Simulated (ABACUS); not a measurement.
# Pb (Fm-3m) in ABACUS: reference runs

Reference runs on Pb: the cell as given and a disturbed copy.

All numbers are computed with ABACUS 3.10.1; they aren't measurements. Logs are shortened: lines on timing, memory, paths and dates and some standing lists are left out, and cuts for length are marked.

## (1) Starting point

The structure is cubic, space group Fm-3m (No. 225). Conventional cell: a = 4.950 Å, b = 4.950 Å, c = 4.950 Å, α = 90.00°, β = 90.00°, γ = 90.00°. Pb (site symmetry m-3m) is surrounded by 12 Pb at 3.50 Å.

## (2) Single point, PBEsol

Contents of INPUT:

```
INPUT_PARAMETERS
suffix              Pb
calculation         scf
basis_type          pw
pseudo_dir          ./
symmetry            1
dft_functional      pbesol
ecutwfc             63
pseudo_rcut         7
nspin               1
nbands              11
ks_solver           dav
smearing_method     fd
smearing_sigma      0.00367493
scf_thr             1e-08
scf_nmax            100
mixing_type         broyden
mixing_beta         0.7
cal_force           1
cal_stress          1
kpar                4
```

Contents of STRU:

```
ATOMIC_SPECIES
Pb 207.2000 Pb.upf

LATTICE_CONSTANT
1.8897261246

LATTICE_VECTORS
0.0000000000 2.4750200000 2.4750200000
2.4750200000 0.0000000000 2.4750200000
2.4750200000 2.4750200000 0.0000000000

ATOMIC_POSITIONS
Direct

Pb
0.0
1
0.0000000000 0.0000000000 0.0000000000 1 1 1
```

Contents of KPT:

```
K_POINTS
0
Gamma
9 9 9 0 0 0
```

Potentials or basis: PseudoDojo NC SR 0.4.1 PBEsol standard, plane waves.

On the command line:

```sh
OMP_NUM_THREADS=1 mpirun -np 4 abacus > log
```

running log:

```text
ABACUS v3.10.1

               Atomic-orbital Based Ab-initio Computation at UStc

 ------------------------------------------------------------------------------------

 READING GENERAL INFORMATION
                           global_out_dir = OUT.Pb/
                           global_in_card = INPUT
                               pseudo_dir = ./
                              orbital_dir =
                                    DSIZE = 4
                                    GSIZE = 1

 READING UNITCELL INFORMATION
                                    ntype = 1
                  lattice constant (Bohr) = 1.88973
              lattice constant (Angstrom) = 1

 READING ATOM TYPE 1
                               atom label = Pb
                      L=0, number of zeta = 1
                      L=1, number of zeta = 1
                      L=2, number of zeta = 1
             number of atom for this type = 1

                        TOTAL ATOM NUMBER = 1
DIRECT COORDINATES
    atom                   x                   y                   z     mag                  vx                  vy                  vz
taud_Pb1            0.0000000000        0.0000000000        0.0000000000  0.0000        0.0000000000        0.0000000000        0.0000000000

                          Volume (Bohr^3) = 204.627
                             Volume (A^3) = 30.3225

 Lattice vectors: (Cartesian coordinate: in unit of a_0)
                   +0            +2.47502            +2.47502
             +2.47502                  +0            +2.47502
             +2.47502            +2.47502                  +0
 Reciprocal vectors: (Cartesian coordinate: in unit of 2 pi/a_0)
            -0.202019           +0.202019           +0.202019
            +0.202019           -0.202019           +0.202019
            +0.202019           +0.202019           -0.202019
 The esolver type has been set to : ksdft_pw

                PAO radial cut off (Bohr) = 7

 Read in pseudopotential file is Pb.upf
                     pseudopotential type = NC
          exchange-correlation functional = PBESOL
                 nonlocal core correction = 1
                        valence electrons = 14
                                     lmax = 2
                           number of zeta = 3
                     number of projectors = 6
                           L of projector = 0
                           L of projector = 0
                           L of projector = 1
                           L of projector = 1
                           L of projector = 2
                           L of projector = 2
     initial pseudo atomic orbital number = 9

 SETUP THE ELECTRONS NUMBER
            electron number of element Pb = 14
      total electron number of element Pb = 14
            AUTOSET number of electrons:  = 14
                           occupied bands = 7
                                   NBANDS = 11
                                   NLOCAL = 9

%%%%%%%%%%%%%%%%%%%%%%%%%%%%%%%%%%%%%%%%%%%%%%%%%%%%%%%%%%%%%%%%%%%%%%%%%%%%%%%%%%%%%%%%%%%%%%%%%%%%%%%%%%
 Warning: the number of valence electrons in pseudopotential > 4 for Pb: [Xe] 4f14 5d10 6s2 6p2
 Pseudopotentials with additional electrons can yield (more) accurate outcomes, but may be less efficient.
 If you're confident that your chosen pseudopotential is appropriate, you can safely ignore this warning.
%%%%%%%%%%%%%%%%%%%%%%%%%%%%%%%%%%%%%%%%%%%%%%%%%%%%%%%%%%%%%%%%%%%%%%%%%%%%%%%%%%%%%%%%%%%%%%%%%%%%%%%%%%

 SETUP THE PLANE WAVE BASIS
 energy cutoff for charge/potential (unit:Ry) = 252
            fft grid for charge/potential = [ 36, 36, 36 ]
                        fft grid division = [ 1, 1, 1 ]
        big fft grid for charge/potential = [ 36, 36, 36 ]
                                     nbxx = 46656
                                     nrxx = 46656

 SETUP PLANE WAVES FOR CHARGE/POTENTIAL
                    number of plane waves = 13803
                         number of sticks = 757

 PARALLEL PW FOR CHARGE/POTENTIAL
     PROC   COLUMNS(POT)             PW
        1            757          13803
 --------------- sum -------------------
        1            757          13803
                            number of |g| = 188
                                  max |g| = 22.6912
                                  min |g| = 0

----------- Double Check Mixing Parameters Begin ------------
mixing_type: broyden
mixing_beta: 0.7
mixing_gg0: 1
mixing_gg0_min: 0.1
mixing_ndim: 8
----------- Double Check Mixing Parameters End ------------

 LATTICE VECTORS: (CARTESIAN COORDINATE: IN UNIT OF A0)
                   +0            +2.47502            +2.47502
             +2.47502                  +0            +2.47502
             +2.47502            +2.47502                  +0
                       right hand lattice = 1
                                   NORM_A = 3.50021
                                   NORM_B = 3.50021
                                   NORM_C = 3.50021
                           ALPHA (DEGREE) = 60
                           BETA  (DEGREE) = 60
                           GAMMA (DEGREE) = 60

 The lattice vectors have been changed (STRU_SIMPLE.cif)

(for optimal symmetric configuration:)
                             BRAVAIS TYPE = 3
                     BRAVAIS LATTICE NAME = 03. Cubic F (face-centered)
                                    ibrav = 3
                                    IBRAV = 3
                                  BRAVAIS = FACE CENTERED CUBIC
                       LATTICE CONSTANT A = 4.95004
Original cell was already a primitive cell.
                        ROTATION MATRICES = 48
              PURE POINT GROUP OPERATIONS = 48
                   SPACE GROUP OPERATIONS = 48
                              POINT GROUP = O_h
               POINT GROUP IN SPACE GROUP = O_h

 SETUP K-POINTS
                                    nspin = 1
                   Input type of k points = Monkhorst-Pack(Gamma)
                                   nkstot = 729
                       right hand lattice = 1
(for reciprocal lattice: )
                             BRAVAIS TYPE = 2
                     BRAVAIS LATTICE NAME = 02. Cubic I (body-centered)
                                    ibrav = 2
                       right hand lattice = 1
(for k-lattice: )
                             BRAVAIS TYPE = 2
                     BRAVAIS LATTICE NAME = 02. Cubic I (body-centered)
                                    ibrav = 2
                       right hand lattice = 1
                        ROTATION MATRICES = 48
                               nkstot_ibz = 35
K-POINTS REDUCTION ACCORDING TO SYMMETRY
     IBZ    DIRECT_X    DIRECT_Y    DIRECT_Z  WEIGHT  ibz2bz
       1  0.00000000  0.00000000  0.00000000  0.0014       0
       2  0.11111111  0.11111111  0.11111111  0.0110       1
       3  0.22222222  0.22222222  0.22222222  0.0110       2
       4  0.33333333  0.33333333  0.33333333  0.0110       3
       5  0.44444444  0.44444444  0.44444444  0.0110       4
       6  0.11111111  0.11111111  0.00000000  0.0082      10
[... 22 lines left out ...]
      29  0.44444444  0.33333333  0.11111111  0.0329     112
      30 -0.44444444  0.44444444  0.22222222  0.0658     113
[... 5 further k points ...]

                               nkstot now = 35
[... K-POINTS DIRECT COORDINATES: 35 rows ...]

           k-point number in this process = 9
       minimum distributed K point number = 8
[... stars of the k points ...]

[... K-POINTS CARTESIAN COORDINATES: 9 rows ...]

[... K-POINTS DIRECT COORDINATES: 9 rows ...]

 SETUP PLANE WAVES FOR WAVE FUNCTIONS
     energy cutoff for wavefunc (unit:Ry) = 63
              fft grid for wave functions = [ 36, 36, 36 ]
                    number of plane waves = 2085
                         number of sticks = 211

 PARALLEL PW FOR WAVE FUNCTIONS
     PROC   COLUMNS(POT)             PW
        1            211           2085
 --------------- sum -------------------
        1            211           2085

 SETUP NONLOCAL PSEUDOPOTENTIALS IN PLANE WAVE BASIS
 Pb non-local projectors:
 projector 1 L=0
 projector 2 L=0
 projector 3 L=1
 projector 4 L=1
 projector 5 L=2
 projector 6 L=2
      TOTAL NUMBER OF NONLOCAL PROJECTORS = 18

 Init Non-Local PseudoPotential table :
 Init Non-Local-Pseudopotential done.

                                     npwx = 1759

 Make real space PAO into reciprocal space.
       max mesh points in Pseudopotential = 701
     dq(describe PAO in reciprocal space) = 0.01
                                    max q = 957

 number of pseudo atomic orbitals for Pb is 3
WARNING: norm of atomic wavefunction # 2 of atomic type Pb is 0.999895, renormalized
WARNING: norm of atomic wavefunction # 3 of atomic type Pb is 0.990856, renormalized

 -------------------------------------------
 SELF-CONSISTENT
 -------------------------------------------
                                 init_chg = atomic

 PW ALGORITHM --------------- ION=   1  ELEC=   1--------------------------------
 Notice: Threshold on eigenvalues was too large.
 hsover_error=0.14 > DRHO=0.00506261
 Origin diag ethr = 0.01
 New diag ethr = 3.61615e-05

 Density error is 0.00535541757831
                          Error Threshold = 3.61615069892e-05
----------------------------------------------------------
     Energy           Rydberg                 eV
----------------------------------------------------------
 E_KohnSham     -140.5392591897      -1912.1347176785
 E_Harris       -141.1007619956      -1919.7743552818
 E_Fermi        0.8200230604         11.1569861135
----------------------------------------------------------
[... 51 lines left out ...]
 Density error is 3.71042924975e-09
                          Error Threshold = 1.86400790188e-10
----------------------------------------------------------
     Energy           Rydberg                 eV
----------------------------------------------------------
 E_KohnSham     -140.5403739396      -1912.1498846296
 E_KS(sigma->0) -140.5402596163      -1912.1483291805
 E_Harris       -140.5400201135      -1912.1450705780
 E_band         -2.3847204097        -32.4457857092
 E_one_elec     -29.9893563870       -408.0261262161
 E_Hartree      25.1413908984        342.0661718631
 E_xc           -39.6250597619       -539.1265963520
 E_Ewald        -96.0671200424       -1307.0602230265
 E_entropy(-TS) -0.0002286467        -0.0031108981
 E_descf        0.0000000000         0.0000000000
 E_exx          0.0000000000         0.0000000000
 E_Fermi        0.8146730514         11.0841955057
----------------------------------------------------------

 charge density convergence is achieved
 final etot is -1912.1498846 eV
 EFERMI = 11.084195506 eV

 STATE ENERGY(eV) AND OCCUPATIONS    NSPIN == 1
 1/9 kpoint (Cartesian) = 0.0000 0.0000 0.0000 (1759 pws)
       1       -5.78337     0.00274348
       2       -5.78337     0.00274348
       3       -5.78337     0.00274348
       4       -5.64209     0.00274348
       5       -5.64209     0.00274348
       6      -0.535315     0.00274348
       7        18.6550    4.77461e-69
       8        18.6550    4.77461e-69
       9        18.6550    4.77461e-69
      10        21.3075        0.00000
      11        22.5248        0.00000
[... 53 lines left out ...]
 6/9 kpoint (Cartesian) = 0.0000 0.0000 0.044893 (1744 pws)
       1       -5.80277      0.0164609
       2       -5.74910      0.0164609
       3       -5.74910      0.0164609
       4       -5.66264      0.0164609
       5       -5.62769      0.0164609
       6      -0.218480      0.0164609
       7        16.9522    1.76927e-53
       8        17.4723    5.37632e-58
       9        17.4723    5.37632e-58
      10        20.3210    9.70132e-83
      11        22.8818        0.00000

[... levels at 3 further k points ...]

------------------------------------------------------------------------------------------
 TOTAL-FORCE (eV/Angstrom)
------------------------------------------------------------------------------------------
                       Pb1         0.0000000000         0.0000000000         0.0000000000
------------------------------------------------------------------------------------------

----------------------------------------------------------------
 TOTAL-STRESS (KBAR)
----------------------------------------------------------------
        -5.7648069599         0.0000000000         0.0000000000
         0.0000000000        -5.7648069599        -0.0000000000
         0.0000000000        -0.0000000000        -5.7648069599
----------------------------------------------------------------
 TOTAL-PRESSURE: -5.764807 KBAR

 --------------------------------------------
 !FINAL_ETOT_IS -1912.1498846296065039 eV
 --------------------------------------------
```

Wall time 4.6 s (4 MPI ranks of Intel Xeon Platinum 8259CL at 2.50GHz (Skylake/Cascade Lake), shared host); peak memory 0.24 GiB.

Results:

```
Free energy            : -1912.1499 eV
Pressure               : -0.6 GPa
Band gap on the k mesh : none (metal or under the smearing width)
```

Levels at points of the mesh, in eV from the Fermi level:
```tsv
k point	band 3	band 4	band 5	band 6	band 7	band 8	band 9
(0.00, 0.00, 0.00)	-16.87	-16.73	-16.73	-11.62	7.57	7.57	7.57
```

Spin-orbit coupling is left out, which matters for the levels of Pb.

## (3) Single point, PBEsol (cell strained at random at fixed volume)

INPUT is that of step 2.

Contents of STRU:

```
ATOMIC_SPECIES
Pb 207.2000 Pb.upf

LATTICE_CONSTANT
1.8897261246

LATTICE_VECTORS
-0.0069630000 2.4696840000 2.4484290000
2.4475870000 -0.0269830000 2.4684490000
2.4538240000 2.4959410000 -0.0332200000

ATOMIC_POSITIONS
Direct

Pb
0.0
1
-0.0123650000 0.0070870000 0.0165600000 1 1 1
```

KPT is that of step 2.

Potentials or basis: PseudoDojo NC SR 0.4.1 PBEsol standard, plane waves.

On the command line:

```sh
OMP_NUM_THREADS=1 mpirun -np 4 abacus > log
```

Run time: 39 s. Hardware: 4 MPI ranks of Intel Xeon Platinum 8259CL at 2.50GHz (Skylake/Cascade Lake), shared host; peak memory 0.36 GiB.

Results (log left out):

```yaml
Free_energy: -1912.1480 eV
Pressure: -0.5 GPa
Band_gap_on_the_k_mesh: none (metal or under the smearing width)
```

Stress tensor (GPa, compression positive):
```
-0.35 -0.01  0.17
-0.01 -0.73  0.73
 0.17  0.73 -0.56
```

Levels at points of the mesh, in eV from the Fermi level:
| k point | band 3 | band 4 | band 5 | band 6 | band 7 | band 8 | band 9 |
| --- | --- | --- | --- | --- | --- | --- | --- |
| (0.00, 0.00, 0.00) | -16.86 | -16.74 | -16.72 | -11.63 | 7.33 | 7.53 | 7.82 |

Spin-orbit coupling is left out, which matters for the levels of Pb.
